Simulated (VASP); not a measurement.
## HgTe: equation of state with LDA

Crystal: HgTe.

```
Hg Te
1.0
    -2.91841    2.91841    1.52222
     2.91841   -2.91841    1.52222
     2.91841    2.91841   -1.52222
Hg Te
1 1
Cartesian
  0.0000 2.9184 0.7611
  0.0000 0.0000 0.0000
```

Measurements of this composition are mostly on another form, of space group No. 216.

| Property | Result |
| --- | --- |
| Program | VASP 6.6.1 |
| Task | equation of state |
| Functional | LDA |
| Potentials or basis | VASP PAW LDA potentials, release 64 (Hg, Te) |
| Cutoff | 520 eV |
| k mesh | 8 × 8 × 8 |
| Occupations | fermi-dirac, width 0.05 eV |
| Spin | no spin polarisation |

| Property | Result |
| --- | --- |
| Equilibrium volume | 25.94 Å³/atom |
| Bulk modulus at fixed shape and positions | 63 GPa |
| Pressure derivative of the bulk modulus | 5.3 (rough: it moves with the points fitted) |

Energy against volume, from the lowest point:
```
volume (Å³/atom)  energy (meV/atom)
          24.893               9.03
          25.411               2.20
          25.930               0.00
          26.448               1.92
          26.967               7.44
```

All runs of the series together: 3.2 min on 1 thread of Intel(R) Xeon(R) Platinum 8259CL CPU @ 2.50GHz (Skylake/Cascade Lake) (shared host).

Caveat: the cell was scaled at fixed shape and fractional positions, which overstates the stiffness of a crystal with free parameters, most of all of layers and chains. Spin-orbit coupling is left out, which matters for the levels of Hg, Te.
